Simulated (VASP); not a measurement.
Crystal: In.

```
CELL_PARAMETERS angstrom
-1.88253 1.88253 1.88253
1.88253 -1.88253 1.88253
1.88253 1.88253 -1.88253
ATOMIC_POSITIONS crystal
In 0.00000 0.00000 0.00000
```

This isn't the form of In at room conditions, which is tetragonal.

```yaml
Program: VASP 6.6.1
Task: single point
Functional: PBE
Potentials_or_basis: VASP PAW PBE potentials, release 64 (In_d)
Cutoff: 520 eV
k_mesh: 10 × 10 × 10
Occupations: fermi-dirac, width 0.05 eV
Spin: no spin polarisation
```

On this cell: pressure 1.5 GPa; band gap on the k mesh none (metal or under the smearing width).

The same run follows on a disturbed copy (cell strained at random at fixed volume):

```xyz
1
Lattice="-1.8698 1.8571 1.9139 1.8335 -1.9128 1.9333 1.8585 1.9016 -1.9695" Properties=species:S:1:pos:R:3 pbc="T T T"
In   -0.0011    0.0068   -0.0073
```

Question: What changes?

Answer: The energy (extrapolated to zero smearing) moves by +1.7 meV/atom; pressure 1.5 GPa; band gap on the k mesh none (metal or under the smearing width).

Stress tensor (GPa, compression positive):
```
 1.97 -0.06  0.35
-0.06  1.36  0.68
 0.35  0.68  1.22
```
